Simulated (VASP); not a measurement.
Wanted: the native input for a VASP 6.6.1 run.

```
Task                   : relaxation of cell and atoms
Functional             : PBE
Potentials or basis    : VASP PAW PBE potentials, release 64 (Ag, Cl)
Cutoff                 : 600 eV
k mesh                 : 8 × 8 × 8
Occupations            : gaussian, width 0.02 eV
Spin                   : no spin polarisation
Dipole correction      : no
Further INCAR settings : ALGO = Normal; EDIFF = 1e-07; IBRION = 2; EDIFFG = -0.01; NSW = 100; ISIF = 3
```

The structure of AgCl lies in POSCAR:

```
AgCl
1.0
    0.0000000000      2.7726628800      2.7726628800
    2.7726628800      0.0000000000      2.7726628800
    2.7726628800      2.7726628800      0.0000000000
Ag Cl
1 1
Direct
    0.0000000000      0.0000000000      0.0000000000
    0.5000000000      0.5000000000      0.5000000000
```

The cell is a database's computed one.

These files were run (other wordings do the same):

INCAR

```
ALGO = Normal ; EDIFF = 1E-7
EDIFFG = -0.01 ; ENCUT = 600
GGA = PE ; IBRION = 2
ISIF = 3 ; ISMEAR = 0
LASPH = True ; LCHARG = False
LREAL = False ; LWAVE = False
NELM = 60 ; NSW = 100
PREC = Accurate ; SIGMA = 0.02
```

KPOINTS

```
k-points
0
Gamma
  8 8 8
```

Potentials or basis: VASP PAW PBE potentials, release 64 (Ag, Cl).

Launch:

```console
$ cat potpaw_PBE.64/Ag/POTCAR potpaw_PBE.64/Cl/POTCAR > POTCAR
$ mpirun -np 1 vasp_std > vasp.out
```

Results of the run:

* Relaxed volume: 22.03 Å³/atom
* Relaxed cell: a = 3.965 Å, b = 3.965 Å, c = 3.965 Å, α = 60.00°, β = 60.00°, γ = 60.00°
* Space group after relaxing (to 0.05 Å): Fm-3m (No. 225)
* Energy gained by relaxing: 3.3 meV/atom
* Ionic steps: 3
* Pressure after relaxing: 0.0 GPa
* Band gap on the k mesh: 0.92 eV, indirect (least direct gap 3.08 eV)

Run time: 17 s on 1 thread of Intel(R) Xeon(R) 6975P-C (Granite Rapids), on a shared host, peak memory 0.19 GiB.
